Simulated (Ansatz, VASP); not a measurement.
## Two plane-wave programs on Li2H7

```xyz
9
Lattice="2.2226 -2.4850 0.0655 2.2226 2.4850 0.0655 -1.4787 0.0000 5.3481" Properties=species:S:1:pos:R:3 pbc="T T T"
Li    3.8977    0.0000    1.6826
Li   -0.9313    0.0000    3.7965
H     0.3719   -1.2425    2.7068
H     0.3719    1.2425    2.7068
H     1.8392    0.4149    5.1628
H     1.8392   -0.4149    5.1628
H     1.1272   -0.4149    0.3163
H     1.1272    0.4149    0.3163
H     1.4832    0.0000    2.7395
```

Change from the starting cell: species swapped into the Hf2Co7 type (C2/m, No. 12).

Alike in both runs: functional PBE; k mesh 6 × 6 × 4; occupations gaussian, width 0.1 eV; no spin polarisation.

Ansatz relaxed the structure, and its values are those at the end. VASP's run is a single point on that final structure, the one shown.

```csv
,VASP,Ansatz
version,VASP 6.6.1,Ansatz 0.2.0
potentials or method,"VASP PAW PBE potentials, release 64 (Li_sv, H)","scalar-relativistic, plane waves, PAW"
plane-wave cutoff (eV),520,420
valence electrons in the cell,13,13
```

|  | VASP | Ansatz | Ansatz less VASP |
| --- | --- | --- | --- |
| gap on the k mesh at the Fermi level (eV) | none | none | - |
| rms of the force components (eV/Å) | 0.005 | 0.005 | -0.0001 |

A gap of «none» marks a metal or a gap that the smearing closes. The functional is the same, so the differences come from potentials, cutoffs and numerics.
